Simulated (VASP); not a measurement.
# Si2W (I4/mmm) in VASP: a series of runs

One crystal, Si2W, is run at these levels: PBE; tasks: relaxation of cell and atoms.

Program: VASP 6.6.1. These are calculated values, not measurements. Logs are shortened: lines on timing, memory, paths and dates and some standing lists are left out, and cuts for length are marked.

## Step 1: The crystal as given

The structure is tetragonal, space group I4/mmm (No. 139). Conventional cell: a = 3.214 Å, b = 3.214 Å, c = 7.830 Å, α = 90.00°, β = 90.00°, γ = 90.00°. Around Si (site symmetry 4mm) lie 5 Si at 2.59 to 2.63 Å and 5 W at 2.62 Å. Around W (site symmetry 4/mmm) lie 10 Si at 2.62 Å.

## Step 2: Relaxation of cell and atoms, PBE

The input, INCAR:

```
SYSTEM = Si2W
ALGO = Normal ; EDIFF = 1E-6
EDIFFG = -0.01 ; ENCUT = 520
GGA = PE ; IBRION = 2
ISIF = 3 ; ISMEAR = 0
LASPH = .True. ; LCHARG = .False.
LREAL = .False. ; LWAVE = .False.
NELM = 120 ; NSW = 90
PREC = Accurate ; SIGMA = 0.1
```

The input, KPOINTS:

```
k-points
0
Gamma
  15 15 15
  0 0 0
```

The input, POSCAR:

```
Si2W
1.0
   -1.6069000000      1.6069000000      3.9149500000
    1.6069000000     -1.6069000000      3.9149500000
    1.6069000000      1.6069000000     -3.9149500000
Si W
2 1
Direct
    0.3347000000      0.3347000000      0.0000000000
    0.6653000000      0.6653000000      0.0000000000
    0.0000000000      0.0000000000      0.0000000000
```

Potentials or basis: VASP PAW PBE potentials, release 64 (Si, W_sv).

Started as:

```
cat potpaw_PBE.64/Si/POTCAR potpaw_PBE.64/W_sv/POTCAR > POTCAR
mpirun -np 1 vasp_std > vasp.out
```

OUTCAR:

```text
SYSTEM = Si2W
   EDIFF = 1E-6
   EDIFFG = -0.01
   ENCUT = 520
   GGA = PE
   IBRION = 2
   ISIF = 3
   ISMEAR = 0
   LASPH = .True.
   LREAL = .False.
   NELM = 120
   NSW = 90
   PREC = Accurate

 ion  position               nearest neighbor table
   1  0.335  0.335  0.000-   2 2.59   3 2.62   3 2.62   3 2.62   3 2.62   3 2.62   2 2.63   2 2.63
                             2 2.63   2 2.63
   2  0.665  0.665  0.000-   1 2.59   3 2.62   3 2.62   3 2.62   3 2.62   3 2.62   1 2.63   1 2.63
                             1 2.63   1 2.63
   3  0.000  0.000  0.000-   2 2.62   2 2.62   2 2.62   1 2.62   2 2.62   1 2.62   1 2.62   1 2.62
                             1 2.62   2 2.62

  LATTYP: Found a body centered tetragonal cell.
 ALAT       =     3.2138000000
 C/A-ratio  =     2.4363370465

  Lattice vectors:

 A1 = (  -1.6069000000,   1.6069000000,   3.9149500000)
 A2 = (   1.6069000000,  -1.6069000000,   3.9149500000)
 A3 = (   1.6069000000,   1.6069000000,  -3.9149500000)

Analysis of symmetry for initial positions (statically):
=====================================================================
 Subroutine PRICEL returns:
 Original cell was already a primitive cell.

 Routine SETGRP: Setting up the symmetry group for a
 body centered tetragonal supercell.

 Subroutine GETGRP returns: Found 16 space group operations
 (whereof 16 operations were pure point group operations)
 out of a pool of 16 trial point group operations.

The static configuration has the point symmetry D_4h.

Analysis of symmetry for dynamics (positions and initial velocities):
=====================================================================
 Subroutine PRICEL returns:
 Original cell was already a primitive cell.

 Routine SETGRP: Setting up the symmetry group for a
 body centered tetragonal supercell.

 Subroutine GETGRP returns: Found 16 space group operations
 (whereof 16 operations were pure point group operations)
 out of a pool of 16 trial point group operations.

The dynamic configuration has the point symmetry D_4h.

 Subroutine INISYM returns: Found 16 space group operations
 (whereof 16 operations are pure point group operations),
 and found     1 'primitive' translations

----------------------------------------------------------------------------------------

                                     Primitive cell

  volume of cell :      40.4356

  direct lattice vectors                    reciprocal lattice vectors
    -1.606900000  1.606900000  3.914950000     0.000000000  0.311158131  0.127715552
     1.606900000 -1.606900000  3.914950000     0.311158131  0.000000000  0.127715552
     1.606900000  1.606900000 -3.914950000     0.311158131  0.311158131  0.000000000

  length of vectors
     4.526708376  4.526708376  4.526708376     0.336348992  0.336348992  0.440044048

  position of ions in fractional coordinates (direct lattice)
     0.334700000  0.334700000  0.000000000
     0.665300000  0.665300000  0.000000000
     0.000000000  0.000000000  0.000000000

  ion indices of the primitive-cell ions
   primitive index   ion index
                 1           1
                 2           2
                 3           3

----------------------------------------------------------------------------------------

 KPOINTS: k-points

Automatic generation of k-mesh.
 Grid dimensions read from file:
 generate k-points for:   15   15   15

 Generating k-lattice:

  Cartesian coordinates                     Fractional coordinates (reciprocal lattice)
     0.000000000  0.020743875  0.008514370     0.066666667  0.000000000  0.000000000
     0.020743875  0.000000000  0.008514370     0.000000000  0.066666667  0.000000000
     0.020743875  0.020743875  0.000000000     0.000000000  0.000000000  0.066666667

  Length of vectors
     0.022423266  0.022423266  0.029336270

  Shift w.r.t. Gamma in fractional coordinates (k-lattice)
     0.000000000  0.000000000  0.000000000

 Subroutine IBZKPT returns following result:
 ===========================================

 Found    288 irreducible k-points:

 Following reciprocal coordinates:
            Coordinates               Weight
  0.000000  0.000000  0.000000      1.000000
  0.066667 -0.000000  0.000000      8.000000
  0.133333 -0.000000  0.000000      8.000000
  0.200000  0.000000  0.000000      8.000000
  0.266667 -0.000000  0.000000      8.000000
  0.333333 -0.000000  0.000000      8.000000
[... 16 lines left out ...]
  0.133333  0.133333  0.000000      8.000000
  0.200000  0.133333  0.000000     16.000000
 [... further k-points ...]
   k-points           NKPTS =    288   k-points in BZ     NKDIM =    288   number of bands    NBANDS=     15
   number of dos      NEDOS =    301   number of ions     NIONS =      3
   total plane-waves  NPLWV =  46656
   dimension x,y,z NGX =    36 NGY =   36 NGZ =   36
   dimension x,y,z NGXF=    72 NGYF=   72 NGZF=   72
   ions per type =               2   1
   NGX,Y,Z   is equivalent  to a cutoff of  13.22, 13.22, 13.22 a.u.
   NGXF,Y,Z  is equivalent  to a cutoff of  26.44, 26.44, 26.44 a.u.
 SYSTEM =  Si2W
   PREC   = accura    normal or accurate (medium, high low for compatibility)
   ISTART =      0    job   : 0-new  1-cont  2-samecut
   ICHARG =      2    charge: 1-file 2-atom 10-const
   ISPIN  =      1    spin polarized calculation?
   LNONCOLLINEAR =      F non collinear calculations
   LSORBIT =      F    spin-orbit coupling
   LASPH  =      T    aspherical Exc in radial PAW
   ENCUT  =  520.0 eV  38.22 Ry    6.18 a.u.   8.42  8.42  8.42*2*pi/ulx,y,z
   NELM   =    120;   NELMIN=  2; NELMDL= -5     # of ELM steps
   EDIFF  = 0.1E-05   stopping-criterion for ELM
   LREAL  =      F    real-space projection
   EDIFFG = -.1E-01   stopping-criterion for IOM
   NSW    =     90    number of steps for IOM
   IBRION =      2    ionic relax: 0-MD 1-quasi-New 2-CG
   NFREE  =      1    steps in history (QN), initial steepest desc. (CG)
   ISIF   =      3    stress and relaxation
   ISYM   =      2    0-nonsym 1-usesym 2-fastsym
   POTIM  = 0.5000    time-step for ionic-motion
   TEBEG  =    0.0;   TEEND  =   0.0 temperature during run
   PSTRESS=    0.0 pullay stress
   NELECT =      22.0000    total number of electrons
   NUPDOWN=      -1.0000    fix difference up-down
   EMIN   =  10.00;   EMAX   =-10.00  energy-range for DOS
   EFERMI =   0.00;   METHOD = LEGACY
   ISMEAR =     0;   SIGMA  =   0.10  broadening in eV -4-tet -1-fermi 0-gaus
   EFERMI_NEDOS =   21; number of points for ismear=-14 and -15
   IALGO  =     38    algorithm
   IMIX   =      4    mixing-type and parameters
     AMIX     =   0.40;   BMIX     =  1.00
     AMIX_MAG =   1.60;   BMIX_MAG =  1.00
  volume/ion in A,a.u.               =      13.48        90.96
  Fermi-wavevector in a.u.,A,eV,Ry     =   1.336476  2.525573 24.302284  1.786167
  Thomas-Fermi vector in A             =   2.465099
   LORBIT       =      0    0 simple, 1 ext, 2 COOP (PROOUT), +10 PAW based schemes
   GGA     = PE    functional components
   LHFCALC =     F    Hartree Fock is set to
   AEXX    =    0.0000 exact exchange contribution
   IVDW    =     0    specifies the selected vdW correction
   LEPSILON=     F    determine dielectric tensor
   LRPA    =     F    only Hartree local field effects (RPA)
 conjugate gradient relaxation of ions
 non-spin polarized calculation
 Gauss-broadening in eV      SIGMA  =   0.10
  energy-cutoff  :      520.00
  volume of cell :       40.44
 maximum number of plane-waves:      1118
 NGX is ok and might be reduce to    36
   NGX = 17   NGY = 17   NGZ = 17

--------------------------------------- Ionic step        1  -------------------------------------------

 number of electron      21.9999999 magnetization

 Free energy of the ion-electron system (eV)
  ---------------------------------------------------
  ext. energy  EPLUGINS =         0.00000000
  ---------------------------------------------------
  free energy    TOTEN  =       -24.80888651 eV

  energy without entropy =      -24.80760284  energy(sigma->0) =      -24.80824468

------------------------ aborting loop because EDIFF is reached ----------------------------------------

  FORCE on cell =-STRESS in cart. coord.  units (eV):
  Direction    XX          YY          ZZ          XY          YZ          ZX
  --------------------------------------------------------------------------------------
  -------------------------------------------------------------------------------------
  Total        0.8185142      0.8185142      0.9025851      0.0000000     -0.0000000      0.0000000
  in kB       32.4319351     32.4319351     35.7630716      0.0000000     -0.0000000      0.0000000
  external PRESSURE =      33.5423140 kB  Pullay stress =       0.0000000 kB
[... 170 lines left out ...]
  energy  without entropy=      -24.8138212788  energy(sigma->0) =      -24.81447338

--------------------------------------- Ionic step        6  -------------------------------------------

 number of electron      22.0000000 magnetization

 Free energy of the ion-electron system (eV)
  ---------------------------------------------------
  ext. energy  EPLUGINS =         0.00000000
  ---------------------------------------------------
  free energy    TOTEN  =       -24.81512841 eV

  energy without entropy =      -24.81381924  energy(sigma->0) =      -24.81447383

 E-fermi :  11.7500     XC(G=0): -12.4598

 val. band max:       11.7376233583   @ k =  -0.2667  -0.2667   0.2000
 cond. band min:      11.7855200774   @ k =  -0.4000   0.4000   0.4000
 fundamental gap:      0.0478967191
 Fermi energy:        11.7499964190

 k-point     1 :       0.0000    0.0000    0.0000
  band No.  band energies     occupation
      1     -62.1305      2.00000
      2     -26.3773      2.00000
      3     -26.3640      2.00000
      4     -26.3640      2.00000
      5      -2.2045      2.00000
      6       4.9975      2.00000
      7       7.9986      2.00000
      8       8.5066      2.00000
      9       8.9475      2.00000
     10       8.9475      2.00000
     11      12.3558      0.00000
     12      14.3994      0.00000
     13      14.7340      0.00000
     14      14.7847      0.00000
     15      14.7847      0.00000
[... 397 lines left out ...]
 k-point    24 :       0.2000    0.1333    0.0000
  band No.  band energies     occupation
      1     -62.1270      2.00000
      2     -26.4319      2.00000
      3     -26.3912      2.00000
      4     -26.3704      2.00000
      5      -1.0164      2.00000
      6       4.4187      2.00000
      7       7.0759      2.00000
      8       8.2410      2.00000
      9       8.7157      2.00000
     10       9.1310      2.00000
     11      10.2091      2.00000
     12      13.8422      0.00000
     13      14.1959      0.00000
     14      15.3567      0.00000
     15      16.5476      0.00000

 [... further k-points ...]

------------------------ aborting loop because EDIFF is reached ----------------------------------------

  FORCE on cell =-STRESS in cart. coord.  units (eV):
  Direction    XX          YY          ZZ          XY          YZ          ZX
  --------------------------------------------------------------------------------------
  -------------------------------------------------------------------------------------
  Total        0.0101286      0.0101286      0.0195400      0.0000000      0.0000000     -0.0000000
  in kB        0.3955732      0.3955732      0.7631393      0.0000000      0.0000000     -0.0000000
  external PRESSURE =       0.5180952 kB  Pullay stress =       0.0000000 kB
[... 18 lines left out ...]
  FREE ENERGIE OF THE ION-ELECTRON SYSTEM (eV)
  ---------------------------------------------------
  free  energy   TOTEN  =       -24.8151284146 eV

  energy  without entropy=      -24.8138192391  energy(sigma->0) =      -24.81447383

 reached required accuracy - stopping structural energy minimisation
```

Wall time 9.1 min (1 thread of Intel Xeon Platinum 8259CL at 2.50GHz (Skylake/Cascade Lake), shared host); peak memory 0.34 GiB.

What came out:

| Property | Result |
| --- | --- |
| Free energy | -24.8151 eV |
| Relaxed volume | 13.67 Å³/atom |
| Relaxed cell | a = 4.548 Å, b = 4.548 Å, c = 4.548 Å, α = 138.41°, β = 138.41°, γ = 60.28° |
| Space group after relaxing (to 0.05 Å) | I4/mmm (No. 139) |
| Energy gained by relaxing | 2.1 meV/atom |
| Ionic steps | 6 |
| Pressure after relaxing | 0.1 GPa |
| Band gap on the k mesh | none (metal or under the smearing width) |

Step by step:
```tsv
step	energy change (eV)	largest force (eV/Å)	pressure (GPa)	volume (Å³)
1	0.0000	0.0609	3.35	40.44
2	0.0130	0.1009	-5.46	42.11
3	-0.0062	0.0008	-0.01	41.03
4	-0.0062	0.0004	0.05	41.02
5	-0.0062	0.0004	0.06	41.02
6	-0.0062	0.0004	0.05	41.02
```

Final structure:
```
CELL_PARAMETERS angstrom
-1.61482 1.61482 3.93302
1.61482 -1.61482 3.93302
1.61482 1.61482 -3.93302
ATOMIC_POSITIONS crystal
Si 0.33457 0.33457 0.00000
Si 0.66543 0.66543 0.00000
W 0.00000 0.00000 0.00000
```

The run has no spin-orbit coupling, so splittings on W are missing. PBE usually gives volumes a little too large and moduli too small.

## Step 3: Relaxation of cell and atoms, PBE

This run uses another cell than the first one, of 13.67 Å³/atom, 1.015 times its volume.

The input, INCAR:

```
SYSTEM = Si2W
ALGO = Normal ; EDIFF = 1E-7
EDIFFG = -0.005 ; ENCUT = 520
GGA = PE ; IBRION = 2
ISIF = 3 ; ISMEAR = 0
LASPH = .True. ; LCHARG = .False.
LREAL = .False. ; LWAVE = .False.
NELM = 120 ; NSW = 60
POTIM = 0.3 ; PREC = Accurate
SIGMA = 0.1
```

KPOINTS is that of step 2.

The input, POSCAR:

```
Si2W                                    
1.0
   -1.6148151514      1.6148151514      3.9330235050
    1.6148151514     -1.6148151514      3.9330235050
    1.6148151514      1.6148151514     -3.9330235050
  Si              W             
     2     1
Direct
     0.3345655793220709    0.3345655793220709    0.0000000000000000
     0.6654344206779291    0.6654344206779291    0.0000000000000000
     0.0000000000000000    0.0000000000000000    0.0000000000000000
```

Potentials or basis: VASP PAW PBE potentials, release 64 (Si, W_sv).

Started as:

```
cat potpaw_PBE.64/Si/POTCAR potpaw_PBE.64/W_sv/POTCAR > POTCAR
mpirun -np 1 vasp_std > vasp.out
```

It took 4.5 min on 1 thread of Intel Xeon Platinum 8259CL at 2.50GHz (Skylake/Cascade Lake), shared host; peak memory 0.34 GiB.

Results (log left out):

| Property | Result |
| --- | --- |
| Free energy | -24.8153 eV |
| Relaxed volume | 13.68 Å³/atom |
| Relaxed cell | a = 4.549 Å, b = 4.549 Å, c = 4.549 Å, α = 138.41°, β = 138.41°, γ = 60.28° |
| Space group after relaxing (to 0.05 Å) | I4/mmm (No. 139) |
| Energy gained by relaxing | 0.0 meV/atom |
| Ionic steps | 2 |
| Pressure after relaxing | 0.0 GPa |
| Band gap on the k mesh | none (metal or under the smearing width) |

Final structure:
```yaml
crystal:
  lattice:
    - [-1.61500, 1.61500, 3.93378]
    - [1.61500, -1.61500, 3.93378]
    - [1.61500, 1.61500, -3.93378]
  atoms:
    - { symbol: Si, position: [0.33456, 0.33456, 0.00000] }
    - { symbol: Si, position: [0.66544, 0.66544, 0.00000] }
    - { symbol: W, position: [0.00000, 0.00000, 0.00000] }
```

Levels at points of the mesh, in eV from the Fermi level:
```csv
k point,band 8,band 9,band 10,band 11,band 12,band 13,band 14,band 15
"(0.00, 0.00, 0.00)",-3.24,-2.80,-2.80,0.61,2.65,2.99,3.03,3.03
```

Spin-orbit coupling is left out, which matters for the levels of W.
